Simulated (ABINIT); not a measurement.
A run of ABINIT 10.8.3 (patched build) is set up as follows.

The input run.abi:

```
# Pseudopotentials
pp_dirpath "./"
pseudos "Pd.upf"

# Structure
acell 2.7527666992 2.7527666992 2.7527666992 Angstrom
rprim
     0.0000000000     0.7071067812     0.7071067812
     0.7071067812     0.0000000000     0.7071067812
     0.7071067812     0.7071067812     0.0000000000
ntypat 1
znucl 46
natom 1
typat 1
xred
     0.0000000000     0.0000000000     0.0000000000

# Plane-wave basis
ecut 41.0

# k points
kptopt 1
ngkpt 12 12 12
nshiftk 1
shiftk 0.0 0.0 0.0

# Exchange and correlation
ixc -116133

# Bands and occupations
nband 13
occopt 3
tsmear 0.00183747

# SCF cycle
nstep 100
tolvrs 1.0e-10

# Output
iomode 3
prtwf 0
prtden 0
prteig 0
prtebands 0
```

Potentials or basis: PseudoDojo NC SR PBEsol v0.4.1 standard.

The run is started by

```console
$ abinit run.abi > log 2>&1
```

Problem. What does it give for the band gap on the k mesh?

Solution. None (metal or under the smearing width).

Problem. Estimate the pressure.

Solution. -3.0 GPa.
